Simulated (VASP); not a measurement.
Wanted: the native input for a VASP 6.6.1 run.

| Quantity | Value |
| --- | --- |
| Task | single point |
| Functional | r2SCAN |
| Potentials or basis | VASP PAW PBE potentials, release 64 (Al, N) |
| Cutoff | 520 eV |
| k mesh | 10 × 10 × 10 |
| Occupations | gaussian, width 0.01 eV |
| Spin | no spin polarisation |
| Dipole correction | no |
| Further INCAR settings | ALGO = Normal; EDIFF = 1e-06; NBANDS = 11 |

AlN:

```
Al N
1.0
     0.00000    2.01887    1.95608
     2.01887    0.00000    1.95608
     2.01887    2.01887    0.00000
Al N
1 1
Direct
  0.00000 0.00000 0.00000
  0.50000 0.50000 0.50000
```

The cell was built by a generator and needn't be a form met in nature.

The cell isn't the ideal one: uniaxial_z strain -3.1%.

One way to write it, as run:

POSCAR

```
AlN
1.0
    0.0000000000      2.0188684454      1.9560816368
    2.0188684454      0.0000000000      1.9560816368
    2.0188684454      2.0188684454      0.0000000000
Al N
1 1
Direct
    0.0000000000      0.0000000000      0.0000000000
    0.5000000000      0.5000000000      0.5000000000
```

INCAR.step1

```
SYSTEM = AlN
  PREC = Accurate
  ENCUT = 520
  ISMEAR = 0
  SIGMA = 0.01
  LREAL = .False.
  LASPH = .True.
  NELM = 100
  NBANDS = 11
  GGA = PE
  ALGO = Normal
  EDIFF = 1E-4
  LWAVE = .True.
  LCHARG = .False.
```

INCAR.step2

```
SYSTEM = AlN
  PREC = Accurate
  ENCUT = 520
  EDIFF = 1E-6
  ISMEAR = 0
  SIGMA = 0.01
  LREAL = .False.
  LASPH = .True.
  NELM = 100
  ALGO = Normal
  ISIF = 2
  LWAVE = .False.
  LCHARG = .False.
  METAGGA = R2SCAN
  LMIXTAU = .True.
  NBANDS = 11
  ISTART = 1
```

KPOINTS

```
regular mesh
0
Gamma
  10 10 10
  0 0 0
```

Potentials or basis: VASP PAW PBE potentials, release 64 (Al, N).

Run with:

```console
$ cat potpaw_PBE.64/Al/POTCAR potpaw_PBE.64/N/POTCAR > POTCAR
$ cp INCAR.step1 INCAR
$ mpirun -np 1 vasp_std > vasp.out
$ cp INCAR.step2 INCAR
$ mpirun -np 1 vasp_std > vasp.out
```

It gave:

```json
{
 "Pressure": "9.0 GPa",
 "Band gap on the k mesh": "5.59 eV, indirect (least direct gap 6.96 eV)"
}
```

Caveat: the PAW data sets were made with another functional, which shifts forces and pressure a little.

Wall time 43 s on 1 thread of Intel(R) Xeon(R) Platinum 8488C (Sapphire Rapids) (shared host), peak memory 0.14 GiB.
